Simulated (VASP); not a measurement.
All values below come from PBE GGA, VASP's PBE PAW potentials (set 64) (plane waves; VASP).

A VASP calculation is set up with these files.

### KPOINTS
```
Regular mesh
0
Gamma
 5 5 5
```

### INCAR
```
ALGO = Normal
EDIFF = 1E-6
EDIFFG = -0.005
ENCUT = 400
GGA = PE
IBRION = 2
ISIF = 2
ISMEAR = 0
LASPH = .TRUE.
LCHARG = .FALSE.
LMAXMIX = 4
LREAL = .FALSE.
LWAVE = .FALSE.
NELM = 100
NSW = 50
PREC = Accurate
SIGMA = 0.05
SYSTEM = BaSnO3
```

**POSCAR**
```
BaSnO3
1
    4.2462280000     0.0000000000     0.0000000000
    0.0000000000     4.2462280000     0.0000000000
    0.0000000000     0.0000000000     4.2462280000
Ba Sn O
1 1 3
Direct
  0.4992340000   0.5044430000   0.4977710000
  0.0062890000  -0.0017810000  -0.0060300000
  0.0001210000   0.5009520000   0.0037050000
  0.4927530000  -0.0096410000   0.0054750000
  0.0016030000   0.0060270000   0.4990790000
```

POTCAR, in this order: Ba_sv Sn_d O (PBE.64 set). Program: vasp_std.

Output

**OSZICAR**
```
       N       E                     dE             d eps       ncg     rms          rms(c)
DAV:   1     0.408153194111E+03    0.40815E+03   -0.18378E+04  3254   0.177E+03
DAV:   2     0.889875008841E+01   -0.39925E+03   -0.38903E+03  3696   0.470E+02
DAV:   3    -0.341338270559E+02   -0.43033E+02   -0.42445E+02  3768   0.154E+02
DAV:   4    -0.360412131475E+02   -0.19074E+01   -0.19041E+01  4703   0.311E+01
DAV:   5    -0.360789722546E+02   -0.37759E-01   -0.37748E-01  4211   0.368E+00    0.132E+01
DAV:   6    -0.314458737282E+02    0.46331E+01   -0.26377E+01  4674   0.654E+01    0.586E+00
DAV:   7    -0.314467671410E+02   -0.89341E-03   -0.17264E+00  3528   0.803E+00    0.298E+00
DAV:   8    -0.314147194637E+02    0.32048E-01   -0.28702E-01  4359   0.386E+00    0.674E-01
DAV:   9    -0.314070264429E+02    0.76930E-02   -0.67361E-02  5003   0.222E+00    0.168E-01
DAV:  10    -0.314073807046E+02   -0.35426E-03   -0.57912E-03  4845   0.953E-01    0.779E-02
DAV:  11    -0.314075428040E+02   -0.16210E-03   -0.11122E-03  4899   0.287E-01    0.220E-02
DAV:  12    -0.314075512698E+02   -0.84658E-05   -0.59371E-05  3705   0.579E-02    0.110E-02
DAV:  13    -0.314075508675E+02    0.40224E-06   -0.56534E-06  4321   0.349E-02
   1 F= -.31407551E+02 E0= -.31407073E+02  d E =-.314076E+02
       N       E                     dE             d eps       ncg     rms          rms(c)
DAV:   1    -0.313909862153E+02    0.16565E-01   -0.11972E+01  3193   0.231E+01    0.606E-01
DAV:   2    -0.314305150759E+02   -0.39529E-01   -0.41543E-01  3903   0.431E+00    0.242E-01
DAV:   3    -0.314305566336E+02   -0.41558E-04   -0.12933E-02  4403   0.762E-01    0.220E-01
DAV:   4    -0.314302164010E+02    0.34023E-03   -0.12461E-03  4265   0.313E-01    0.117E-01
DAV:   5    -0.314301839756E+02    0.32425E-04   -0.52664E-04  4487   0.181E-01    0.322E-02
DAV:   6    -0.314301959868E+02   -0.12011E-04   -0.88925E-05  3754   0.620E-02    0.131E-02
DAV:   7    -0.314301958997E+02    0.87095E-07   -0.57686E-06  3908   0.189E-02
   2 F= -.31430196E+02 E0= -.31429697E+02  d E =-.226450E-01
       N       E                     dE             d eps       ncg     rms          rms(c)
DAV:   1    -0.314301958507E+02    0.13615E-06   -0.15432E-04  3266   0.820E-02    0.439E-03
DAV:   2    -0.314301963833E+02   -0.53265E-06   -0.54109E-06  3603   0.156E-02
   3 F= -.31430196E+02 E0= -.31429698E+02  d E =-.226455E-01
       N       E                     dE             d eps       ncg     rms          rms(c)
DAV:   1    -0.314308243441E+02   -0.62849E-03   -0.36613E-01  3192   0.418E+00    0.918E-02
DAV:   2    -0.314315072621E+02   -0.68292E-03   -0.77507E-03  4112   0.646E-01    0.435E-02
DAV:   3    -0.314314927033E+02    0.14559E-04   -0.17059E-04  4254   0.982E-02    0.286E-02
DAV:   4    -0.314314810141E+02    0.11689E-04   -0.58764E-05  4184   0.587E-02    0.720E-03
DAV:   5    -0.314314826322E+02   -0.16181E-05   -0.12224E-05  3677   0.231E-02    0.419E-03
DAV:   6    -0.314314825851E+02    0.47022E-07   -0.19363E-07  2180   0.424E-03
   4 F= -.31431483E+02 E0= -.31430982E+02  d E =-.128620E-02
       N       E                     dE             d eps       ncg     rms          rms(c)
DAV:   1    -0.314294862930E+02    0.19963E-02   -0.19362E+00  3162   0.961E+00    0.213E-01
DAV:   2    -0.314331368372E+02   -0.36505E-02   -0.41423E-02  4091   0.150E+00    0.100E-01
DAV:   3    -0.314330634413E+02    0.73396E-04   -0.95246E-04  4198   0.230E-01    0.664E-02
DAV:   4    -0.314330006039E+02    0.62837E-04   -0.31034E-04  4278   0.142E-01    0.176E-02
DAV:   5    -0.314330091941E+02   -0.85902E-05   -0.64921E-05  3679   0.532E-02    0.983E-03
DAV:   6    -0.314330090671E+02    0.12703E-06   -0.11235E-06  2914   0.107E-02
   5 F= -.31433009E+02 E0= -.31432509E+02  d E =-.281268E-02
       N       E                     dE             d eps       ncg     rms          rms(c)
DAV:   1    -0.314328618509E+02    0.14734E-03   -0.11935E-01  3186   0.239E+00    0.523E-02
DAV:   2    -0.314330857335E+02   -0.22388E-03   -0.25419E-03  4094   0.369E-01    0.246E-02
DAV:   3    -0.314330812362E+02    0.44973E-05   -0.55882E-05  4264   0.559E-02    0.164E-02
DAV:   4    -0.314330774831E+02    0.37530E-05   -0.19067E-05  4056   0.328E-02    0.405E-03
DAV:   5    -0.314330780240E+02   -0.54084E-06   -0.40162E-06  3538   0.132E-02
   6 F= -.31433078E+02 E0= -.31432578E+02  d E =-.288164E-02
       N       E                     dE             d eps       ncg     rms          rms(c)
DAV:   1    -0.314330843220E+02   -0.68388E-05   -0.28432E-01  3152   0.349E+00    0.878E-02
DAV:   2    -0.314336547507E+02   -0.57043E-03   -0.63964E-03  3795   0.558E-01    0.356E-02
DAV:   3    -0.314336460578E+02    0.86929E-05   -0.12446E-04  4487   0.792E-02    0.218E-02
DAV:   4    -0.314336373875E+02    0.86703E-05   -0.51799E-05  3806   0.529E-02    0.479E-03
DAV:   5    -0.314336387075E+02   -0.13200E-05   -0.97271E-06  3845   0.196E-02    0.410E-03
DAV:   6    -0.314336386610E+02    0.46497E-07   -0.22234E-07  2253   0.419E-03
   7 F= -.31433639E+02 E0= -.31433139E+02  d E =-.560637E-03
       N       E                     dE             d eps       ncg     rms          rms(c)
DAV:   1    -0.314310666471E+02    0.25721E-02   -0.15924E+00  3150   0.827E+00    0.207E-01
DAV:   2    -0.314342767314E+02   -0.32101E-02   -0.35988E-02  3773   0.132E+00    0.851E-02
DAV:   3    -0.314342260090E+02    0.50722E-04   -0.70796E-04  4510   0.190E-01    0.525E-02
DAV:   4    -0.314341755965E+02    0.50412E-04   -0.28711E-04  3867   0.126E-01    0.118E-02
DAV:   5    -0.314341831997E+02   -0.76032E-05   -0.54930E-05  3815   0.460E-02    0.101E-02
DAV:   6    -0.314341829483E+02    0.25141E-06   -0.14264E-06  2765   0.107E-02
   8 F= -.31434183E+02 E0= -.31433684E+02  d E =-.110492E-02
       N       E                     dE             d eps       ncg     rms          rms(c)
DAV:   1    -0.314325425237E+02    0.16407E-02   -0.65007E-01  3154   0.545E+00    0.129E-01
DAV:   2    -0.314342200577E+02   -0.16775E-02   -0.17953E-02  4080   0.940E-01    0.581E-02
DAV:   3    -0.314341860815E+02    0.33976E-04   -0.32437E-04  4299   0.134E-01    0.398E-02
DAV:   4    -0.314341568826E+02    0.29199E-04   -0.12005E-04  4262   0.833E-02    0.991E-03
DAV:   5    -0.314341603780E+02   -0.34954E-05   -0.29175E-05  3596   0.339E-02    0.644E-03
DAV:   6    -0.314341604945E+02   -0.11649E-06   -0.41569E-07  2529   0.591E-03
   9 F= -.31434160E+02 E0= -.31433662E+02  d E =0.224538E-04
       N       E                     dE             d eps       ncg     rms          rms(c)
DAV:   1    -0.314338974027E+02    0.26298E-03   -0.17496E-01  3154   0.283E+00    0.665E-02
DAV:   2    -0.314343451332E+02   -0.44773E-03   -0.47923E-03  4068   0.485E-01    0.301E-02
DAV:   3    -0.314343358662E+02    0.92671E-05   -0.86395E-05  4275   0.690E-02    0.206E-02
DAV:   4    -0.314343279563E+02    0.79099E-05   -0.32643E-05  4100   0.431E-02    0.502E-03
DAV:   5    -0.314343289064E+02   -0.95009E-06   -0.79465E-06  3504   0.178E-02
  10 F= -.31434329E+02 E0= -.31433830E+02  d E =-.145958E-03
```

File OUTCAR:
```
------------------------ aborting loop because EDIFF is reached ----------------------------------------
  FORCE on cell =-STRESS in cart. coord.  units (eV):
  Direction    XX          YY          ZZ          XY          YZ          ZX
  --------------------------------------------------------------------------------------
  Total       -4.1103970     -4.1103645     -4.1105531     -0.0000020     -0.0000108      0.0000052
  in kB      -86.0170266    -86.0163459    -86.0202931     -0.0000408     -0.0002266      0.0001088
  external PRESSURE =     -86.0178885 kB  Pullay stress =       0.0000000 kB
  volume of cell :       76.56
      direct lattice vectors                 reciprocal lattice vectors
     4.246228000  0.000000000  0.000000000     0.235503134  0.000000000  0.000000000
     0.000000000  4.246228000  0.000000000     0.000000000  0.235503134  0.000000000
     0.000000000  0.000000000  4.246228000     0.000000000  0.000000000  0.235503134
 POSITION                                       TOTAL-FORCE (eV/Angst)
 -----------------------------------------------------------------------------------
      2.12324      2.12238      2.12434        -0.000664      0.001658     -0.003763
      4.24615      4.24603      0.00002         0.000972      0.000702      0.001607
      4.24614      2.12310      4.24556         0.000079     -0.000213      0.001310
      2.12307      4.24568      4.24580        -0.000038      0.001545      0.000764
      0.00008      0.00149      2.12297        -0.000349     -0.003692      0.000082
 -----------------------------------------------------------------------------------
    total drift:                               -0.000031      0.000216     -0.000418
  FREE ENERGIE OF THE ION-ELECTRON SYSTEM (eV)
  ---------------------------------------------------
  free  energy   TOTEN  =       -31.4343289064 eV

  energy  without entropy=      -31.4333310275  energy(sigma->0) =      -31.43382997

 reached required accuracy - stopping structural energy minimisation
```
(Selected blocks of OUTCAR.)

CONTCAR:
```
BaSnO3
   1.00000000000000
     4.2462280000000003    0.0000000000000000    0.0000000000000000
     0.0000000000000000    4.2462280000000003    0.0000000000000000
     0.0000000000000000    0.0000000000000000    4.2462280000000003
  Ba              Sn              O
     1     1     3
Direct
     0.5000300127144468    0.4998273874637778    0.5002879710481337
     0.9999819325429058    0.9999538760718395    0.0000050169504490
     0.9999798969017341    0.4999971101565809    0.9998429084664513
     0.4999894587700247    0.9998701053654739    0.9998987699596386
     0.0000186990708957    0.0003515209423279    0.4999653335753204
```

At this cut-off the stress carries a Pulay error, which pulls relaxed volumes low.

The structure comes from a computed database's BaSnO3 entry; how it stands against other phases isn't given here. In the starting cell atoms are displaced from their ideal sites. This run relaxes the ions in a fixed cell. The run is one of a series of settings (EDIFFG = -0.005, IBRION = 2, NSW = 50 against the base run), some of them coarse on purpose.
